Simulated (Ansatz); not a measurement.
## Convergence notes, G0W0 on BaO (Fm-3m)

A 2-atom cell of BaO started from a crystallographic database, relaxed with r2SCAN; one-shot G0W0 in Ansatz without spin-orbit coupling. No spin polarisation and no zero-point or thermal motion.

```cif
data_structure
_symmetry_space_group_name_H-M 'Fm-3m'
_symmetry_Int_Tables_number 225
_cell_length_a 5.5439
_cell_length_b 5.5439
_cell_length_c 5.5439
_cell_angle_alpha 90.000
_cell_angle_beta 90.000
_cell_angle_gamma 90.000
_cell_volume 170.39
loop_
_atom_site_label
_atom_site_type_symbol
_atom_site_symmetry_multiplicity
_atom_site_Wyckoff_symbol
_atom_site_fract_x
_atom_site_fract_y
_atom_site_fract_z
_atom_site_occupancy
Ba1 Ba 4 a 0.00000 0.00000 0.00000 1
O1 O 4 b 0.50000 0.00000 0.00000 1
```

Gaps are read over the mesh points alone. G0W0 here is at a finite number of bands, screening cutoff and k mesh, not at the basis limit.
```tsv
start	potentials	frequency model	mesh	empty bands	screening cutoff (eV)	Kohn-Sham gap (eV)	G0W0 gap (eV)	rough cost
PBE	PAW	contour deformation	4×4×4	69	80	2.05	3.01	8 core-seconds
PBE	PAW	contour deformation	4×4×4	160	140	2.05	3.15	17 core-seconds
PBE	PAW	contour deformation	4×4×4	294	210	2.05	3.27	60 core-seconds
HSE06	PAW	contour deformation	4×4×4	160	140	3.32	3.76	70 core-seconds
LDA	PAW	contour deformation	4×4×4	160	140	1.91	3.24	17 core-seconds
r2SCAN	PAW	contour deformation	4×4×4	160	140	2.37	3.30	20 core-seconds
PBE	PAW	Godby-Needs pole	4×4×4	160	140	2.05	3.09	20 core-seconds
PBE	PAW	contour deformation	6×6×6	69	80	2.05	3.03	40 core-seconds
PBE	norm-conserving	contour deformation	4×4×4	160	140	2.05	3.16	40 core-seconds
```

G0W0 moves the gap on the mesh from 2.05 eV (PBE) to 3.27 eV (direct at X). Renormalisation factors Z lie between 0.71 and 0.82.

Raising bands and cutoff together moves the gap by +0.14 eV (80 to 140 eV), then +0.12 eV (140 to 210 eV); the last step is still large, so the basis limit isn't reached. Starting from HSE06 (3.32 eV against PBE's 2.05 eV) gives 3.76 eV, +0.61 eV from G0W0@PBE at the same screening cutoff. Starting from LDA (1.91 eV against PBE's 2.05 eV) gives 3.24 eV, +0.09 eV from G0W0@PBE at the same screening cutoff. Starting from r2SCAN (2.37 eV against PBE's 2.05 eV) gives 3.30 eV, +0.15 eV from G0W0@PBE at the same screening cutoff. The Godby-Needs plasmon pole differs from contour deformation by -0.06 eV. A 6×6×6 mesh in place of 4×4×4 changes the opening over PBE by +0.02 eV (the gap on the mesh by +0.02 eV). Norm-conserving potentials (wave cutoff 1240 eV against 420 eV) shift the quasiparticle gap by +0.01 eV and the PBE gap by 0.00 eV. r2SCAN runs take a wave cutoff of 500 eV.
